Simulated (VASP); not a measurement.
CdSe:

```
Cd Se
1.0
     0.00000    3.07027    3.07027
     3.07027    0.00000    3.07027
     3.07027    3.07027    0.00000
Cd Se
1 1
Direct
  0.00000 0.00000 0.00000
  0.75000 0.75000 0.75000
```

Measurements of this composition are mostly on another form, of space group No. 186.

```yaml
Program: VASP 6.6.1
Task: relaxation of cell and atoms
Functional: PBE
Potentials_or_basis: VASP PAW PBE potentials, release 64 (Cd, Se)
Cutoff: 600 eV
k_mesh: 8 × 8 × 8
Occupations: gaussian, width 0.03 eV
Spin: no spin polarisation
```

At the start: pressure 1.5 GPa; volume 28.94 Å³/atom.

Question: How do energy, volume and symmetry change on relaxing?

Answer: Over 3 steps the energy falls by 4.3 meV/atom and the volume is 29.87 Å³/atom (+3.2 %); space group F-43m (No. 216, to 0.05 Å).

The path:
| step | energy change (eV) | largest force (eV/Å) | pressure (GPa) | volume (Å³) |
| --- | --- | --- | --- | --- |
| 1 | 0.0000 | 0.0000 | 1.52 | 57.88 |
| 2 | -0.0080 | 0.0000 | -0.35 | 60.22 |
| 3 | -0.0086 | 0.0000 | 0.01 | 59.74 |

Final structure:
```xyz
2
Lattice="0.0000 3.1027 3.1027 3.1027 0.0000 3.1027 3.1027 3.1027 0.0000" Properties=species:S:1:pos:R:3 pbc="T T T"
Cd    0.0000    0.0000    0.0000
Se    4.6540    4.6540    4.6540
```
